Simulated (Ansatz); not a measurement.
# SrO: two-dimensional strain map

Method: DFT PBEsol, scalar-relativistic, plane waves, PAW in Ansatz 0.2.0. The runs took a 420 eV cutoff, a Γ-centred 6×6×6 mesh and Gaussian smearing (0.05 eV). No spin polarisation. Energies are free energies at this smearing, counted from the undisturbed cell; pressure is positive in compression.

Reference structure (as given, not relaxed at this level; it stands at -2.0 GPa; this form isn't the usual structure):

```
Sr O
1.0
     4.27547    0.00000    0.00000
    -2.13773    3.70266    0.00000
     0.00000    0.00000    5.15559
Sr O
2 2
Direct
  0.33333 0.66667 0.93813
  0.66667 0.33333 0.43813
  0.33333 0.66667 0.43687
  0.66667 0.33333 0.93687
```

The cell is strained by p along both x and y and by q along z, fractional coordinates fixed. Points are written (p, q).

Energy above the undisturbed cell in meV/atom (a dash: not computed):

| p \ q | -0.080 | -0.040 | 0.000 | 0.080 |
| --- | --- | --- | --- | --- |
| -0.080 | 273.9 | ? | 139.0 | 142.7 |
| 0.000 | 61.6 | – | 0.0 | 61.6 |
| 0.080 | ? | – | 134.3 | 252.7 |

Fill in the withheld energies.

(-0.080, -0.040): 180.1; (0.080, -0.080): 127.7.